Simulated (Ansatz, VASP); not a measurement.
ZnO: VASP beside Ansatz

```
CELL_PARAMETERS angstrom
4.30086 0.00000 0.00000
0.00000 4.30086 0.00000
0.00000 0.00000 4.30086
ATOMIC_POSITIONS crystal
Zn 0.50000 0.00000 0.00000
Zn 0.00000 0.50000 0.00000
Zn 0.00000 0.00000 0.50000
O 0.00000 0.50000 0.50000
O 0.50000 0.00000 0.50000
O 0.50000 0.50000 0.00000
```

Alike in both runs: task single point; functional PBE; k mesh 4 × 4 × 4; occupations gaussian, width 0.1 eV; collinear spin.

|  | VASP | Ansatz |
| --- | --- | --- |
| version | VASP 6.6.1 | Ansatz 0.2.0 |
| potentials or method | VASP PAW PBE potentials, release 64 (Zn, O) | scalar-relativistic, plane waves, PAW |
| plane-wave cutoff (eV) | 520 | 420 |
| valence electrons in the cell | 54 | 54 |

```tsv
	VASP	Ansatz	Ansatz less VASP
gap on the k mesh at the Fermi level (eV)	none	none	-
pressure (GPa)	-12.1	-12.2	-0.15
net moment per atom (μB)	0.00	0.07	+0.071
size of the moment on the site where the two differ most (μB)	0.00	0.13	+0.131
```

Site moments also hang on the region over which each program counts them. A gap of «none» marks a metal or a gap that the smearing closes.

Caveats: the k mesh is coarse (spacing up to 0.37 Å⁻¹), so the values aren't converged.
